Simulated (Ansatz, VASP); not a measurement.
C in VASP and in Ansatz

The input INCAR:

```
PREC     = Accurate       # precision mode
ENCUT    = 520            # plane-wave cutoff, eV
EDIFF    = 1E-6           # SCF threshold, eV
ISMEAR   = 0              # smearing method
SIGMA    = 0.01           # smearing width, eV
LREAL    = F              # projectors in reciprocal space
LASPH    = T              # aspherical terms in the spheres
NELM     = 60             # most SCF steps
ALGO     = Normal         # electronic algorithm
ISIF     = 2              # what is computed and relaxed
LWAVE    = F              # write WAVECAR
LCHARG   = T              # write CHGCAR
GGA      = PS             # functional
LELF     = T              # ELF
LVHAR    = T            
NBANDS   = 11             # bands
```

The input KPOINTS:

```
Automatic mesh
0
Gamma
  6 6 6
```

POSCAR

```
C
1.0
    0.0000000000      1.7833700000      1.7833700000
    1.7833700000      0.0000000000      1.7833700000
    1.7833700000      1.7833700000      0.0000000000
C
2
Direct
    0.0000000000      0.0000000000      0.0000000000
    0.2500000000      0.2500000000      0.2500000000
```

Input for Ansatz:

```yaml
crystal:
  lattice:
    - [0.0, 1.78337, 1.78337]
    - [1.78337, 0.0, 1.78337]
    - [1.78337, 1.78337, 0.0]
  atoms:
    - { symbol: C, position: [0.0, 0.0, 0.0] }
    - { symbol: C, position: [0.25, 0.25, 0.25] }
kpoints:
  mp_grid:
    grid: [6, 6, 6]
hamiltonian:
  xc: pbesol
scf:
  convergence:
    dr2_threshold: 1.0e-10
  occupations:
    method: fixed
output:
  forces: true
  stress: true
```

This isn't the form of C at room conditions, which is graphite.

Alike in both runs: task single point; functional PBEsol; k mesh 6 × 6 × 6; no spin polarisation.

|  | VASP | Ansatz |
| --- | --- | --- |
| version | VASP 6.6.1 | Ansatz 0.2.0 |
| potentials or method | VASP PAW PBE potentials, release 64 (C) | plane waves, PAW |
| plane-wave cutoff (eV) | 520 | 420 |
| occupations | gaussian, width 0.01 eV | fixed |
| valence electrons in the cell | 8 | 8 |

|  | VASP | Ansatz | Ansatz less VASP |
| --- | --- | --- | --- |
| pressure (GPa) | -3.7 | -4.8 | -1.08 |

Caveats: the k mesh is coarse (spacing up to 0.51 Å⁻¹), so the values aren't converged; the PAW data sets were made with another functional, which shifts forces and pressure a little (VASP).
